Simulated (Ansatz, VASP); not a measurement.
**C in VASP and in Ansatz**

INCAR

```
ALGO = Normal
EDIFF = 1E-6
ENCUT = 520
GGA = PE
ISIF = 2
ISMEAR = 0
LASPH = True
LCHARG = False
LREAL = False
LWAVE = False
NBANDS = 26
NELM = 100
PREC = Accurate
SIGMA = 0.05
```

The input KPOINTS:

```
k-points
0
Gamma
  12 12 4
```

POSCAR

```
C
1.0
    2.4971642856      0.0000000000      0.0000000000
   -1.2485821428      2.1626077088      0.0000000000
    0.0000000000      0.0000000000      8.2357629922
C
8
Direct
    0.0000000000      0.0000000000      0.0929732494
    0.0000000000      0.0000000000      0.5929732494
    0.0000000000      0.0000000000      0.4070267506
    0.0000000000      0.0000000000      0.9070267506
    0.3333333333      0.6666666667      0.1555299995
    0.6666666667      0.3333333333      0.6555299995
    0.3333333333      0.6666666667      0.3444700005
    0.6666666667      0.3333333333      0.8444700005
```

Input for Ansatz:

```yaml
crystal:
  lattice:
    - [2.4971642856, 0.0, 0.0]
    - [-1.2485821428, 2.1626077088, 0.0]
    - [0.0, 0.0, 8.2357629922]
  atoms:
    - { symbol: C, position: [0.0, 0.0, 0.0929732494] }
    - { symbol: C, position: [0.0, 0.0, 0.5929732494] }
    - { symbol: C, position: [0.0, 0.0, 0.4070267506] }
    - { symbol: C, position: [0.0, 0.0, 0.9070267506] }
    - { symbol: C, position: [0.3333333333, 0.6666666667, 0.1555299995] }
    - { symbol: C, position: [0.6666666667, 0.3333333333, 0.6555299995] }
    - { symbol: C, position: [0.3333333333, 0.6666666667, 0.3444700005] }
    - { symbol: C, position: [0.6666666667, 0.3333333333, 0.8444700005] }
basis:
  ecutwfc: 520.0
kpoints:
  mp_grid: { grid: [12, 12, 4] }
hamiltonian:
  xc: pbe
  pseudopotentials: { kind: paw, azcp: { folder: soft_1 } }
scf:
  occupations: { method: gaussian, width: 0.05 }
output:
  forces: true
  stress: true
  eigenvalues: true
```

Change from the starting cell: mode 14 frozen in at +0.000 Å, equal normal strain along x, y and z -0.0083.

Alike in both runs: task single point; functional PBE; k mesh 12 × 12 × 4; occupations gaussian, width 0.05 eV; no spin polarisation.

|  | VASP | Ansatz |
| --- | --- | --- |
| version | VASP 6.6.1 | Ansatz 0.2.0 |
| potentials or method | VASP PAW PBE potentials, release 64 (C) | scalar-relativistic, plane waves, PAW |
| plane-wave cutoff (eV) | 520 | 520 |
| valence electrons in the cell | 32 | 32 |

```csv
,VASP,Ansatz,Ansatz less VASP
gap on the k mesh at the Fermi level (eV),4.59,4.61,+0.011
least direct gap on the mesh (eV),5.35,5.36,+0.007
pressure (GPa),12.1,11.4,-0.72
rms of the force components (eV/Å),0.011,0.009,-0.0018
```

Atom by atom the forces differ by 0.002 eV/Å (rms over components).
